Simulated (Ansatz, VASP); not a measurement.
# One calculation of SbPt, two programs

File INCAR:

```
SYSTEM = SbPt
ALGO = Normal
EDIFF = 1E-6
ENCUT = 520
ISIF = 2
ISMEAR = -1
LASPH = .TRUE.
LCHARG = .TRUE.
LELF = .TRUE.
LREAL = .FALSE.
LVHAR = .TRUE.
LWAVE = .FALSE.
NBANDS = 23
NELM = 100
PREC = Accurate
SIGMA = 0.08
```

Contents of KPOINTS:

```
k-points
0
G
  11 11 8
  0 0 0
```

The input POSCAR:

```
SbPt
1.0
    4.0473979132      0.0000000000      0.0000000000
   -2.0236989566      3.5051494120      0.0000000000
    0.0000000000      0.0000000000      5.4720000000
Sb Pt
2 2
Direct
    0.3333333333      0.6666666667      0.2500000000
    0.6666666667      0.3333333333      0.7500000000
    0.0000000000      0.0000000000      0.0000000000
    0.0000000000      0.0000000000      0.5000000000
```

Input for Ansatz:

```yaml
crystal:
  lattice:
    - [4.0473979132, 0.0, 0.0]
    - [-2.0236989566, 3.505149412, 0.0]
    - [0.0, 0.0, 5.472]
  atoms:
    - { symbol: Sb, position: [0.3333333333, 0.6666666667, 0.25] }
    - { symbol: Sb, position: [0.6666666667, 0.3333333333, 0.75] }
    - { symbol: Pt, position: [0.0, 0.0, 0.0] }
    - { symbol: Pt, position: [0.0, 0.0, 0.5] }
kpoints:
  mp_grid: { grid: [11, 11, 8] }
  band_path:
    path:
      - [0.0, 0.0, 0.0]
      - [0.5, 0.0, 0.0]
      - [0.3333333333, 0.3333333333, 0.0]
      - [0.0, 0.0, 0.0]
      - [0.0, 0.0, 0.5]
      - [0.5, 0.0, 0.5]
      - [0.3333333333, 0.3333333333, 0.5]
      - [0.0, 0.0, 0.5]
      - [0.5, 0.0, 0.5]
    npoints: 5
scf:
  occupations: { method: fermi_dirac, width: 0.08 }
hamiltonian:
  xc: lda
  pseudopotentials: { kind: all_electron, lapw: { basis_error: 0.0005 } }
output:
  forces: true
  stress: true
  eigenvalues: true
```

Change from the starting cell: equal xx and yy strain of -2 %.

Alike in both runs: task single point; functional LDA; k mesh 11 × 11 × 8; occupations fermi-dirac, width 0.08 eV; no spin polarisation.

```csv
,VASP,Ansatz
version,VASP 6.6.1,Ansatz 0.2.0
potentials or method,"VASP PAW LDA potentials, release 64 (Sb, Pt)","all-electron LAPW, scalar-relativistic"
plane-wave cutoff (eV),520,see its input
```

Ansatz gave:

```
pressure (GPa)                                  : 6.4
largest component of the traceless stress (GPa) : 2.13
```

Task: Estimate VASP's values.

Result: Pressure (GPa): 6.7; largest component of the traceless stress (GPa): 1.99.

Ansatz ran all-electron here, so the differences hold the error of VASP's frozen core and of both bases.

Spin-orbit coupling is left out, which matters for the levels of Pt, Sb.
